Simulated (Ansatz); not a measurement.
Start from ZrO2 (space group P4_2/nmc, No. 137).

```
ZrO2
1.0
    3.62082     0.00000     0.00000
    0.00000     3.62082     0.00000
    0.00000     0.00000     5.28425
Zr O
2 4
Direct
  0.00000   0.00000   0.00000
  0.50000   0.50000   0.50000
  0.00000   0.50000   0.19251
  0.00000   0.50000   0.69251
  0.50000   0.00000   0.30749
  0.50000   0.00000   0.80749
```

Cartesian axes are those of the cell as printed.

Computed with PBE, PAW, 420 eV (Ansatz, a quantum-chemistry and plane-wave program; scalar-relativistic without spin-orbit coupling), earlier PAW set.

The change: every lattice vector is stretched by 2.75 %; the atoms relax in the strained cell.

Problem. Predict the stress tensor and what it implies for the stiffness.

Solution. Stress of the strained cell less that of the base (GPa, compression positive):
```
 -13.72    0.00    0.00
   0.00  -13.72    0.00
   0.00    0.00   -7.09
```

Then B = −ΔP/(ΔV/V₀) with ΔV/V₀ = 0.0848 gives secant stiffness values (nonlinear terms included at this strain): B (at held cell shape, above the free-shape value) ≈ 136 GPa.

As a check, the harmonic strain energy −½ V₀ Δσ:ε is 34 meV/atom; the computed energy rise is 38 meV/atom.

No phonon test of stability was made. This is not the structure that ZrO2 has at room temperature and ambient pressure.
